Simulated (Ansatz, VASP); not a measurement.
## Mg: VASP beside Ansatz

```
CELL_PARAMETERS angstrom
-1.83555 1.83555 1.77305
1.83555 -1.83555 1.77305
1.83555 1.83555 -1.77305
ATOMIC_POSITIONS crystal
Mg 0.00000 0.00000 0.00000
```

Alike in both runs: task single point; functional PBE; k mesh 18 × 18 × 18; occupations gaussian, width 0.15 eV; no spin polarisation.

```csv
,VASP,Ansatz
version,VASP 6.6.1,Ansatz 0.2.0
potentials or method,"VASP PAW PBE potentials, release 64 (Mg)","scalar-relativistic, plane waves, PAW"
plane-wave cutoff (eV),520,520
valence electrons in the cell,2,10
```

|  | VASP | Ansatz | Ansatz less VASP |
| --- | --- | --- | --- |
| gap on the k mesh at the Fermi level (eV) | none | none | - |
| pressure (GPa) | -1.5 | -1.3 | +0.12 |
| largest component of the traceless stress (GPa) | 0.06 | 0.06 | +0.002 |

A gap of «none» marks a metal or a gap that the smearing closes. The two sets of potentials don't hold the same shells in valence.
